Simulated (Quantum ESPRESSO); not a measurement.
# BN under changes of volume

One of the cells (5.959 Å³/atom); the others are scaled copies at fixed shape and fractional positions:

```
N B
1.0
     0.00000    1.81300    1.81300
     1.81300    0.00000    1.81300
     1.81300    1.81300    0.00000
N B
1 1
Direct
  0.25000 0.25000 0.25000
  0.00000 0.00000 0.00000
```

The cell is a database's computed one.

- Program: Quantum ESPRESSO 7.5
- Functional: PBEsol
- Dispersion: rVV10
- Potentials or basis: PseudoDojo 0.4.1 SR PBEsol standard
- Cutoff: 1143 eV
- Density cutoff: 4572 eV
- k mesh: 13 × 13 × 13
- Occupations: fermi-dirac, width 0.05 eV
- Spin: no spin polarisation

| volume (Å³/atom) | energy over the lowest point (meV/atom) | pressure (GPa) | gap on the mesh (eV) |
| --- | --- | --- | --- |
| 5.602 | 11.81 | 17.0 | 4.38 |
| 5.721 | 2.64 | 7.8 | 4.36 |
| 5.840 | 0.00 | -0.6 | 4.33 |
| 5.959 | 3.29 | -8.2 | 4.30 |
| 6.078 | ? | ? | ? |
| 6.198 | 25.57 | -21.4 | 4.25 |
| 6.317 | 43.63 | -27.1 | 4.22 |

Problem. What does the run at 6.078 Å³/atom give?

Solution. Energy over the lowest point 11.98 meV/atom; pressure -15.1 GPa; gap on the mesh 4.28 eV.

Worked out: A Birch-Murnaghan fit of order 3 (a polynomial in V^(-2/3)) to the other rows has its minimum at 5.83 Å³/atom with B0 = V·E''(V) = 392 GPa and B' = 3.6. It gives 11.91 meV/atom at 6.078 Å³/atom, against the run's 11.98, and -dE/dV = -15.0 GPa, against -15.1. A straight line through the other rows of the gap, of slope -1.35 eV per unit of ln V, gives 4.27 eV, against the run's 4.28.

Energies are extrapolated to zero smearing.

Caveats: rVV10's parameter b was fitted to another functional; an odd mesh through Γ misses points on the zone boundary, where band edges often lie.
